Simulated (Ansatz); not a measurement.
Write the native input for Ansatz 0.2.0 that does the following.

```
Task                : band structure
Functional          : PBEsol
Potentials or basis : all-electron LAPW, scalar-relativistic
Cutoff              : 143 eV (chosen from the basis error)
Basis error allowed : 0.002 eV/atom
k mesh              : 7 × 7 × 7
Occupations         : fermi-dirac, width 0.05 eV
Spin                : no spin polarisation
```

Crystal: SrCl2.

```
Sr Cl
1.0
     0.00000    3.48835    3.48835
     3.48835    0.00000    3.48835
     3.48835    3.48835    0.00000
Sr Cl
1 2
Cartesian
  0.0000 0.0000 0.0000
  5.2325 5.2325 5.2325
  1.7442 1.7442 1.7442
```

These files were run (other wordings do the same):

input.yaml

```yaml
crystal:
  lattice:
    - [0.0, 3.48835, 3.48835]
    - [3.48835, 0.0, 3.48835]
    - [3.48835, 3.48835, 0.0]
  atoms:
    - { symbol: Sr, position: [0.0, 0.0, 0.0] }
    - { symbol: Cl, position: [0.75, 0.75, 0.75] }
    - { symbol: Cl, position: [0.25, 0.25, 0.25] }
kpoints:
  mp_grid: { grid: [7, 7, 7] }
  band_path:
    path:
      - [0.0, 0.0, 0.0]
      - [0.5, 0.0, 0.5]
      - [0.5, 0.25, 0.75]
      - [0.375, 0.375, 0.75]
      - [0.0, 0.0, 0.0]
      - [0.5, 0.5, 0.5]
      - [0.625, 0.25, 0.625]
      - [0.5, 0.25, 0.75]
    npoints: 6
scf:
  occupations: { method: fermi_dirac, width: 0.05 }
hamiltonian:
  xc: pbesol
  pseudopotentials: { kind: all_electron, lapw: { basis_error: 0.002 } }
output:
  forces: true
  stress: true
  eigenvalues: true
```

Potentials or basis: all-electron LAPW, scalar-relativistic.

Command:

```sh
$ ansatz run input.yaml --threads 2 --pin off --max-ram 6144MiB --backend cpu --events-out ev --progress --plain --runs-dir out
```

Results of the run:

```json
{"Pressure": "-1.1 GPa", "Band gap on the k mesh": "5.18 eV, indirect (least direct gap 5.48 eV)", "Band gap along the path": "5.14 eV, indirect (least direct gap 5.36 eV)"}
```

It took 4.7 s on 2 threads of Arm Neoverse V2, on a shared host, peak memory 0.25 GiB.
